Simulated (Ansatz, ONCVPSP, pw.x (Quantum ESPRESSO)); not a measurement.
**pw.x on sc Sm: one setting changed**

Potential: optimised norm-conserving Vanderbilt (ONCV), ONCVPSP 4.0.1.1 (patched build), PBE; core [Kr] 4d10, reference 4f6 5s2 5p6; waves: 5s: rc 2.10 bohr, ncon 3, nbas 7, qcut 4.4 1/bohr, 2 projectors, debl 2.6 Ha; 5p: rc 1.85 bohr, ncon 3, nbas 8, qcut 3.7 1/bohr, 3 projectors, debl 0.8 Ha; d scattering state at 0.06 Ha: rc 2.10 bohr, ncon 3, nbas 7, qcut 4.7 1/bohr, 2 projectors, debl 3.7 Ha; 4f: rc 1.65 bohr, ncon 3, nbas 8, qcut 10.8 1/bohr, 1 projector; local part: polynomial inside 1.30 bohr (lpopt 5, dvloc0 0 Ha); core correction: Teter function fitted to the true core (icmod 2), fcfact 0.6. In the p channel the program set the typed energies aside and used -1.343, 0.250, 1.050 Ha. In the d channel the program set the typed energies aside and used 0.050, 3.750 Ha.

The reference run (k-mesh 12³, cutoffs 145/580 Ry, Fermi–Dirac 0.01 Ry, mixing_beta 0.4, conv_thr 1e-9, no spin) gives -0.85 GPa at 18.032 Å³/atom, where all-electron LAPW gives -0.53 GPa. This run, with its own iteration cap, changes degauss to 0.002.

```
&control
  calculation='scf', prefix='x', pseudo_dir='./', outdir='./tmp', tstress=.true., disk_io='none'
/
&system
  ibrav=0, nat=1, ntyp=1, ecutwfc=145, ecutrho=580, nbnd=16,
  occupations='smearing', smearing='fd', degauss=0.002
/
&electrons
  conv_thr=1e-09, mixing_beta=0.4, electron_maxstep=60
/
ATOMIC_SPECIES
Sm 1.0 Sm.UPF
CELL_PARAMETERS angstrom
  2.62229351 0.00000000 0.00000000
  0.00000000 2.62229351 0.00000000
  0.00000000 0.00000000 2.62229351
ATOMIC_POSITIONS crystal
Sm 0.0000 0.0000 0.0000
K_POINTS automatic
12 12 12 0 0 0
```

```bash
pw.x < Sm.scf.in > Sm.scf.out
```

**Question.** How does the run end?

**Answer.** It converges in 17 iterations; the free energy moves by +257.3 meV/atom and the pressure by -4.11 GPa. In a metal, with Fermi–Dirac smearing, F lies below its zero-width value by a term in the square of the width.

```
Message from routine setup:
     using ibrav=0 with symmetry is DISCOURAGED, use correct ibrav instead
     lattice parameter (alat)  =       4.9554  a.u.
     unit-cell volume          =     121.6860 (a.u.)^3
     number of electrons       =        16.00
     number of Kohn-Sham states=           16
     kinetic-energy cutoff     =     145.0000  Ry
     charge density cutoff     =     580.0000  Ry
     scf convergence threshold =      1.0E-09
     Exchange-correlation= PBE
     number of k points=    84  Fermi-Dirac smearing, width (Ry)=  0.0020
     iteration #  1     ecut=   145.00 Ry     beta= 0.40
     total energy              =    -190.28733159 Ry
     estimated scf accuracy    <      21.37293905 Ry
     iteration #  2     ecut=   145.00 Ry     beta= 0.40
     total energy              =    -195.30132290 Ry
     estimated scf accuracy    <       8.41708263 Ry
     iteration #  3     ecut=   145.00 Ry     beta= 0.40
     total energy              =    -196.31510012 Ry
     estimated scf accuracy    <       0.07194804 Ry
     [... 11 iterations left out ...]
     iteration # 15     ecut=   145.00 Ry     beta= 0.40
     total energy              =    -196.33691803 Ry
     estimated scf accuracy    <       0.00000001 Ry
     iteration # 16     ecut=   145.00 Ry     beta= 0.40
     total energy              =    -196.33691803 Ry
     estimated scf accuracy    <          1.2E-09 Ry
     iteration # 17     ecut=   145.00 Ry     beta= 0.40
     the Fermi energy is    23.1258 ev
!    total energy              =    -196.33691803 Ry
     estimated scf accuracy    <          1.6E-10 Ry
     smearing contrib. (-TS)   =      -0.00177897 Ry
     The total energy is F=E-TS. E is the sum of the following terms:
     one-electron contribution =     -17.13964259 Ry
     hartree contribution      =      28.93564597 Ry
     xc contribution           =     -61.55453337 Ry
     ewald contribution        =    -146.57660907 Ry
     convergence has been achieved in  17 iterations
          total   stress  (Ry/bohr**3)                   (kbar)     P=      -49.65
     Message from routine punch:
     Nothing written, as per user request (disk_io='none')
```

The run took about 2.8 min on one core of a shared host (Neoverse-N1, 64 threads, 124 GiB, load 60).
